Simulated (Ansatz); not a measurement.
# MoS2 in Ansatz: notebook

Runs on MoS2. Level: LDA. Tasks: single point, equation of state.

Program: Ansatz 0.2.0. These are calculated values, not measurements. Logs are shortened: lines on timing, memory, paths and dates and some standing lists are left out, and cuts for length are marked.

### 1 Starting point

The cell holds a slab with vacuum, 3 atoms: a = 3.184 Å, b = 3.184 Å, c = 17.335 Å, α = 90.00°, β = 90.00°, γ = 120.00°.

### 2 Single point, LDA, 47.69 Å³/atom (volume scaled by 0.94)

Input file input.yaml:

```yaml
crystal:
  lattice:
    - [3.1191256785, 0.0, 0.0]
    - [-1.5595628393, 2.7012420752, 0.0]
    - [0.0, 0.0, 16.9807333112]
  atoms:
    - { symbol: Mo, position: [0.0, 0.0, 0.0] }
    - { symbol: S, position: [0.3333333333, 0.6666666667, 0.91050702] }
    - { symbol: S, position: [0.3333333333, 0.6666666667, 0.08949298] }
hamiltonian:
  xc: lda
  pseudopotentials: { kind: paw }
kpoints:
  mp_grid: { grid: [10, 10, 2] }
scf:
  occupations: { method: fermi_dirac, width: 0.05 }
output:
  forces: true
  stress: true
  eigenvalues: true
```

Potentials or basis: Ansatz PAW.

Command:

```
$ ansatz run input.yaml --threads 2 --pin off --max-ram 5632MiB --backend cpu --events-out ev --progress --plain --runs-dir out
```

Log:

```text
Warning: RAYON_NUM_THREADS=2 ignored (pool sized by the plan → 2); use --threads N
Engine: ansatz 0.2.0, x86_64-unknown-linux-gnu
Pseudopotentials: kind: paw
Pseudopotential: Mo, paw, valence charge 14, recommended cutoff 420 eV (normal), Mo.paw.azcp
Pseudopotential: S, paw, valence charge 6, recommended cutoff 420 eV (normal), S.paw.azcp
Functional definition: SPW92
  exchange = slater_x
  correlation = pw_c
Crystal: 3 atoms, lattice volume = 143.071 Å³
Basis set: ecut = 420 eV, 2793 PW (Γ)
Bands: 17, of which v1, the nominal top of the filled ones, is band 13 counted from 1 (12 counted from 0)
Symmetry: 12 space group operations
Space group: P-6m2 (ITA 187), of the structure as read, at distance tolerance 5.2e-5 Å
k-points: 28 of 200 (time reversal used)
Non-local potential: Mo, projectors of the file, l = 0: 3, l = 1: 2, l = 2: 2, l = 3: 1
Non-local potential: S, projectors of the file, l = 0: 2, l = 1: 2, l = 2: 2
PAW form: soft (Blöchl's): semilocal exchange-correlation on the pseudo side does not see the compensation charge
PAW frozen core: Mo, regenerated for the run's functional, and the local potential with it (the file was generated under x = pbe(κ = 0.804, μ = 0.2195149727645171), c = pbe(β = 0.06672455060314922))
PAW frozen core: S, regenerated for the run's functional, and the local potential with it (the file was generated under x = pbe(κ = 0.804, μ = 0.2195149727645171), c = pbe(β = 0.06672455060314922))
PAW one-centre angular grid: Mo, 590 points (default); XC on 64 Gauss nodes
PAW one-centre angular grid: S, 110 points (default); XC on 64 Gauss nodes
Initial density: superposition of atomic densities (neutral atoms: chi_scale 0, normalization atom), corrected by the library's trained network
Initial wavefunctions: pseudopotential atomic-orbital guess
Functional: x = slater, c = lda
SCF iter   1: F=—  HF=-6584.757678 eV  |F-HF|=—  |Δ(HF+E_count)|=         —  Δρ=5.39e-3  dr2=5.25e-2  ethr=1.77e-3  ⟨swp⟩=9.6  Hψ=3572  notcnv=0
preconditioner: auto → none  [insulator: Δε(μ)=1.836 eV  Ē_g=8.378 eV  σ=0.050 eV  W_gap=1.00  n_scr=10 (ndim 8)  ℏωp=13.2 eV  f_vac=0.613  D(μ)=0.00/eV (n_scr^D=0)  ε∞_Penn≈3.5]
SCF iter   2: F=—  HF=-6584.784292 eV  |F-HF|=—  |Δ(HF+E_count)|=   2.66e-2  Δρ=6.99e-3  dr2=2.10e-1  ethr=2.02e-4  ⟨swp⟩=3.8  Hψ=1357  notcnv=0  recentre
SCF iter   3: F=—  HF=-6584.753603 eV  |F-HF|=—  |Δ(HF+E_count)|=   3.07e-2  Δρ=2.98e-3  dr2=7.43e-3  ethr=2.02e-4  ⟨swp⟩=3.0  Hψ=874  notcnv=0
SCF iter   4: F=—  HF=-6584.754487 eV  |F-HF|=—  |Δ(HF+E_count)|=   8.84e-4  Δρ=2.92e-4  dr2=4.68e-5  ethr=2.86e-5  ⟨swp⟩=2.0  Hψ=697  notcnv=0
SCF iter   5: F=—  HF=-6584.754450 eV  |F-HF|=—  |Δ(HF+E_count)|=   3.71e-5  Δρ=5.92e-5  dr2=3.56e-6  ethr=1.80e-7  ⟨swp⟩=3.2  Hψ=991  notcnv=0
SCF iter   6: F=—  HF=-6584.754450 eV  |F-HF|=—  |Δ(HF+E_count)|=   4.74e-7  Δρ=2.72e-5  dr2=3.57e-7  ethr=1.37e-8  ⟨swp⟩=2.1  Hψ=706  notcnv=0
SCF iter   7: F=-6584.754450 eV  HF=-6584.754450 eV  |F-HF|=7.75e-9  |Δ(HF+E_count)|=   3.03e-7  Δρ=3.40e-6  dr2=1.67e-8  ethr=3.85e-10  ⟨swp⟩=8.5  Hψ=2724  notcnv=0
SCF 1 converged in 7 iterations: F = -6584.754450 eV  dr2 = 1.67e-8
SCF converged after 7 iterations
Free energy (F): -6584.754450 eV
Harris-Foulkes:  -6584.754450 eV  (|F-HF|=7.75e-9)
Internal energy: -6584.754450 eV  (E = F + TS)
E sigma→0 (E₀):  -6584.754450 eV
Fermi energy:    0.798004 eV
--- Per-component energies (eV) ---
  E_band       = -426.489480
  E_kinetic    = 661.711009
  E_local      = -13254.734455  (includes V_loc(G=0)·N_el)
  E_nonlocal   = 206.564796
  E_hartree    = 6262.802982
  E_xc         = -377.325254
  E_vxc        = -407.227775  (∫ρ·V_xc dr)
  E_paw        = -4227.078156  (= ΣΔE_a)
  E_vpaw       = -158.415481  (= ΣTr[D̂ρ^β])
  E_aug_tail   = 0.000020  (compensation charges beyond the density's cutoff)
  E_ewald      = 4142.525396
  E_core_change = 0.779211  (= ΣΔE_core)
  E_smearing   = -0.000000  (= −TS)
  E_closure    = -0.000000  (closes the sum)
  Σ components = -6584.754450   (vs F -6584.754450, Δ=0.00e0)
--- Forces (eV/Å), atoms counted from 1 ---
  atom   1  Mo    -0.00000000    -0.00000000     0.00000000
  atom   2  S      0.00000000     0.00000000    -0.69915335
  atom   3  S     -0.00000000     0.00000000     0.69915335
  max |Σ_I F_I| component: 1.85e-17 eV/Å
--- Stress (GPa, compression-positive) ---
        0.903967      -0.000000       0.000000
        0.000000       0.903967       0.000000
        0.000000       0.000000       2.380363
  P = ⅓ Tr σ = 1.3961 GPa (13.961 kbar)
--- Band table (eV; the first three rows and the last of 28) ---
  k-point 0: bands = ["-60.7569", "-35.0298", "-34.7400", "-34.7400", "-14.5333", "-13.0052", "-6.0840", "-2.9933", "-2.9933", "-1.9443", "-1.7575", "-1.7575", "-0.1303", "2.8226", "2.8226", "3.2052", "3.2052"]
  k-point 1: bands = ["-60.7569", "-35.0298", "-34.7400", "-34.7400", "-14.5333", "-13.0052", "-6.0840", "-2.9933", "-2.9933", "-1.9443", "-1.7575", "-1.7575", "-0.1303", "2.8226", "2.8226", "3.2052", "3.2052"]
  k-point 2: bands = ["-60.7520", "-35.0203", "-34.7872", "-34.7506", "-14.3693", "-12.9460", "-5.9099", "-3.3175", "-2.8197", "-2.6830", "-2.0046", "-1.2454", "-0.2037", "2.6353", "2.7613", "3.0152", "3.1083"]
  k-point 27: bands = ["-60.7005", "-35.1212", "-35.0130", "-34.9191", "-12.1780", "-12.1193", "-5.8761", "-5.2509", "-4.1678", "-3.6903", "-3.2050", "-2.1220", "-0.3247", "1.7712", "3.0917", "3.5843", "5.1252"]
```

Run time: 7.9 s. Hardware: 2 threads of Intel Xeon at 2.50GHz (Skylake/Cascade Lake), shared host; peak memory 0.38 GiB.

What came out:

| Property | Result |
| --- | --- |
| Free energy | -6584.7545 eV |
| Largest force | 0.699 eV/Å |
| Band gap on the k mesh | 1.90 eV, indirect (least direct gap 2.10 eV) |

Caveat: the PAW data sets come from PBE, with cores solved anew for the run's functional, which leaves a small shift of forces and pressure.

### 3 Single point, LDA, 48.71 Å³/atom (volume scaled by 0.96)

Edit input.yaml of step 2 so:

```diff
@@ -2,5 +2,5 @@
   lattice:
-    - [3.1191256785, 0.0, 0.0]
-    - [-1.5595628393, 2.7012420752, 0.0]
-    - [0.0, 0.0, 16.9807333112]
+    - [3.141092076, 0.0, 0.0]
+    - [-1.570546038, 2.7202655334, 0.0]
+    - [0.0, 0.0, 17.1003198802]
   atoms:
```

Potentials or basis: Ansatz PAW.

Command:

```
$ ansatz run input.yaml --threads 2 --pin off --max-ram 5632MiB --backend cpu --events-out ev --progress --plain --runs-dir out
```

Wall time 7.8 s (2 threads of Intel Xeon at 2.50GHz (Skylake/Cascade Lake), shared host); peak memory 0.38 GiB.

Results (log left out):

```
Free energy            : -6584.7687 eV
Largest force          : 0.305 eV/Å
Band gap on the k mesh : 1.84 eV, indirect (least direct gap 2.04 eV)
```

Caveat: the PAW data sets come from PBE, with cores solved anew for the run's functional, which leaves a small shift of forces and pressure.

### 4 Single point, LDA, 49.72 Å³/atom (volume scaled by 0.98)

Edit input.yaml of step 3 so:

```diff
@@ -2,5 +2,5 @@
   lattice:
-    - [3.141092076, 0.0, 0.0]
-    - [-1.570546038, 2.7202655334, 0.0]
-    - [0.0, 0.0, 17.1003198802]
+    - [3.1627554646, 0.0, 0.0]
+    - [-1.5813777323, 2.7390265783, 0.0]
+    - [0.0, 0.0, 17.2182568475]
   atoms:
```

Command:

```
$ ansatz run input.yaml --threads 2 --pin off --max-ram 5632MiB --backend cpu --events-out ev --progress --plain --runs-dir out
```

Wall time 7.5 s (2 threads of Intel Xeon at 2.50GHz (Skylake/Cascade Lake), shared host); peak memory 0.39 GiB.

Results (log left out):

```
Free energy            : -6584.7599 eV
Largest force          : 0.059 eV/Å
Band gap on the k mesh : 1.78 eV, indirect (least direct gap 1.98 eV)
```

Caveat: the PAW data sets come from PBE, with cores solved anew for the run's functional, which leaves a small shift of forces and pressure.

### 5 Single point, LDA, 50.73 Å³/atom

Edit input.yaml of step 4 so:

```diff
@@ -2,5 +2,5 @@
   lattice:
-    - [3.1627554646, 0.0, 0.0]
-    - [-1.5813777323, 2.7390265783, 0.0]
-    - [0.0, 0.0, 17.2182568475]
+    - [3.1841260822, 0.0, 0.0]
+    - [-1.5920630411, 2.757534076, 0.0]
+    - [0.0, 0.0, 17.33459995]
   atoms:
```

Command:

```
$ ansatz run input.yaml --threads 2 --pin off --max-ram 5632MiB --backend cpu --events-out ev --progress --plain --runs-dir out
```

Wall time 5.4 s (2 threads of Intel Xeon at 2.50GHz (Skylake/Cascade Lake), shared host); peak memory 0.39 GiB.

It converged, with:

```yaml
Free_energy: -6584.7307 eV
Largest_force: 0.395 eV/Å
Band_gap_on_the_k_mesh: 1.73 eV, indirect (least direct gap 1.92 eV)
```

Caveat: the PAW data sets come from PBE, with cores solved anew for the run's functional, which leaves a small shift of forces and pressure.

### 6 Single point, LDA, 51.75 Å³/atom (volume scaled by 1.02)

Edit input.yaml of step 5 so:

```diff
@@ -2,5 +2,5 @@
   lattice:
-    - [3.1841260822, 0.0, 0.0]
-    - [-1.5920630411, 2.757534076, 0.0]
-    - [0.0, 0.0, 17.33459995]
+    - [3.2052136244, 0.0, 0.0]
+    - [-1.6026068122, 2.7757964233, 0.0]
+    - [0.0, 0.0, 17.4494019708]
   atoms:
```

Potentials or basis: Ansatz PAW.

Command:

```
$ ansatz run input.yaml --threads 2 --pin off --max-ram 5632MiB --backend cpu --events-out ev --progress --plain --runs-dir out
```

It took 7 s on 2 threads of Intel Xeon at 2.50GHz (Skylake/Cascade Lake), shared host; peak memory 0.39 GiB.

It converged, with:

```yaml
Free_energy: -6584.6832 eV
Largest_force: 0.705 eV/Å
Band_gap_on_the_k_mesh: 1.68 eV, indirect (least direct gap 1.87 eV)
```

Caveat: the PAW data sets come from PBE, with cores solved anew for the run's functional, which leaves a small shift of forces and pressure.

### 7 Single point, LDA, 52.76 Å³/atom (volume scaled by 1.04)

Edit input.yaml of step 6 so:

```diff
@@ -2,5 +2,5 @@
   lattice:
-    - [3.2052136244, 0.0, 0.0]
-    - [-1.6026068122, 2.7757964233, 0.0]
-    - [0.0, 0.0, 17.4494019708]
+    - [3.2260272831, 0.0, 0.0]
+    - [-1.6130136416, 2.7938215805, 0.0]
+    - [0.0, 0.0, 17.5627129508]
   atoms:
```

Command:

```
$ ansatz run input.yaml --threads 2 --pin off --max-ram 5632MiB --backend cpu --events-out ev --progress --plain --runs-dir out
```

It took 7.5 s on 2 threads of Intel Xeon at 2.50GHz (Skylake/Cascade Lake), shared host; peak memory 0.39 GiB.

The run converged. Its results:

```
Free energy            : -6584.6193 eV
Largest force          : 0.991 eV/Å
Band gap on the k mesh : 1.63 eV, indirect (least direct gap 1.82 eV)
```

Caveat: the PAW data sets come from PBE, with cores solved anew for the run's functional, which leaves a small shift of forces and pressure.

### 8 Single point, LDA, 53.78 Å³/atom (volume scaled by 1.06)

Edit input.yaml of step 7 so:

```diff
@@ -2,5 +2,5 @@
   lattice:
-    - [3.2260272831, 0.0, 0.0]
-    - [-1.6130136416, 2.7938215805, 0.0]
-    - [0.0, 0.0, 17.5627129508]
+    - [3.2465757816, 0.0, 0.0]
+    - [-1.6232878908, 2.8116171022, 0.0]
+    - [0.0, 0.0, 17.6745803806]
   atoms:
```

Command:

```
$ ansatz run input.yaml --threads 2 --pin off --max-ram 5632MiB --backend cpu --events-out ev --progress --plain --runs-dir out
```

It took 7.9 s on 2 threads of Intel Xeon at 2.50GHz (Skylake/Cascade Lake), shared host; peak memory 0.39 GiB.

The run converged. Its results:

| Item | Value |
| --- | --- |
| Free energy | -6584.5408 eV |
| Largest force | 1.256 eV/Å |
| Band gap on the k mesh | 1.58 eV, indirect (least direct gap 1.77 eV) |

Caveat: the PAW data sets come from PBE, with cores solved anew for the run's functional, which leaves a small shift of forces and pressure.

### 9 Equation of state, LDA

Potentials or basis: Ansatz PAW.

No new run: the results of the series are fitted here.

What came out:

| Item | Value |
| --- | --- |
| Equilibrium volume | 48.81 Å³/atom |
| Bulk modulus at fixed shape and positions | 57 GPa |
| Pressure derivative of the bulk modulus | 4.4 |

Energy against volume, from the lowest point:
| volume (Å³/atom) | energy (meV/atom) |
| --- | --- |
| 47.690 | 4.73 |
| 48.705 | 0.00 |
| 49.720 | 2.90 |
| 50.735 | 12.64 |
| 51.749 | 28.47 |
| 52.764 | 49.77 |
| 53.779 | 75.94 |

Caveat: the cell was scaled at fixed shape and fractional positions, which overstates the stiffness of a crystal with free parameters, most of all of layers and chains.
